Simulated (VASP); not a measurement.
The system is NiO.

```
CELL_PARAMETERS angstrom
0.00000 2.50462 2.50462
2.50462 0.00000 2.50462
2.50462 2.50462 0.00000
ATOMIC_POSITIONS crystal
Ni 0.00000 0.00000 0.00000
Ni 0.50000 0.50000 0.50000
O 0.25000 0.25000 0.25000
O 0.75000 0.75000 0.75000
```

Measurements of this composition are mostly on another form, of space group No. 225.

Base run:

| Item | Value |
| --- | --- |
| Program | VASP 6.6.1 |
| Functional | LDA |
| Potentials or basis | VASP PAW LDA potentials, release 64 (Ni, O) |
| Cutoff | 520 eV |
| k mesh | 7 × 7 × 7 |
| Occupations | fermi-dirac, width 0.05 eV |
| Spin | collinear spin, ferromagnetic start |
| Starting moments | [1.0, 1.0, 0.0, 0.0] μB |
| Hubbard terms | Ni d U = 6 eV |

Its results: band gap on the k mesh none (metal or under the smearing width); pressure -1.9 GPa; net moment 4.00 μB per cell; site moments Ni +1.50; O +0.47 μB.

**Question.** The run is repeated on the same cell with these changes: spin from collinear spin, ferromagnetic start to collinear spin, ferrimagnetic start; moments at the start from [1.0, 1.0, 0.0, 0.0] to [1.0, -0.5, 0.0, 0.0]. What comes out?

**Answer.** Band gap on the k mesh none (metal or under the smearing width); pressure -4.3 GPa; net moment 0.00 μB per cell; site moments Ni +1.36, -1.36; O -0.00 μB.
